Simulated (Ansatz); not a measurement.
## Structure relaxation of Ga

Theory: DFT PBE, scalar-relativistic, plane waves, PAW in Ansatz. Cutoff 420 eV, Γ-centred k mesh, Gaussian smearing, no spin polarisation in the final step.

Ga was placed on the trigonal selenium structure type (P3_121, No. 152), at a guessed volume.

```
CELL_PARAMETERS angstrom
3.90884 0.00000 0.00000
-1.95442 3.38516 0.00000
0.00000 0.00000 4.43471
ATOMIC_POSITIONS crystal
Ga 0.22540 0.00000 0.33333
Ga 0.00000 0.22540 0.66667
Ga 0.77460 0.77460 0.00000
```

Steps on the 6×6×4 mesh (3 atoms). 12 of 12 steps are shown, and the free energy counts from the last. Trial steps that were taken back and renewals of the plane-wave basis can be among the rows.

| step | ΔF (meV/atom) | V (Å³/atom) | P (GPa) | largest force component (eV/Å) |
| --- | --- | --- | --- | --- |
| 1 | 890.9 | 19.56 | 20.58 | 5.556 |
| 2 | 265.7 | 18.66 | 9.77 | 2.241 |
| 3 | 98.3 | 18.90 | 4.98 | 1.008 |
| 4 | 26.1 | 20.09 | -0.25 | 0.011 |
| 5 | 22.3 | 20.03 | -0.18 | 0.001 |
| 6 | 15.8 | 19.90 | 0.50 | 0.021 |
| 7 | 2.0 | 20.01 | -0.04 | 0.023 |
| 8 | 0.5 | 19.97 | -0.09 | 0.002 |
| 9 | 1.1 | 19.88 | -0.20 | 0.003 |
| 10 | 0.8 | 19.93 | -0.01 | 0.002 |
| 11 | 0.2 | 19.94 | -0.03 | 0.000 |
| 12 | 0.0 | 19.94 | 0.00 | 0.000 |

A final relaxation ran on a 21×21×21 mesh. The relaxed crystal, R-3m (No. 166):

```cif
data_structure
_symmetry_space_group_name_H-M 'R-3m:H'
_symmetry_Int_Tables_number 166
_cell_length_a 4.2162
_cell_length_b 4.2162
_cell_length_c 3.8780
_cell_angle_alpha 90.000
_cell_angle_beta 90.000
_cell_angle_gamma 120.000
_cell_volume 59.70
loop_
_atom_site_label
_atom_site_type_symbol
_atom_site_symmetry_multiplicity
_atom_site_Wyckoff_symbol
_atom_site_fract_x
_atom_site_fract_y
_atom_site_fract_z
_atom_site_occupancy
Ga1 Ga 3 b 0.00000 0.00000 0.50000 1
```

* Volume per atom: 19.90 Å³
* Density: 5.82 g/cm³
* Energy over the standard structure: 0.05 eV/atom
* Gap on the 21×21×21 mesh: 0 eV (a metal)

Energies count from the standard state of Ga at the same level.

The final run used a 21×21×21 mesh on its 1-atom cell and 0.10 eV smearing. For metals, differences of a few meV/atom aren't resolved.

A structure relaxed within its symmetry needn't be a true minimum.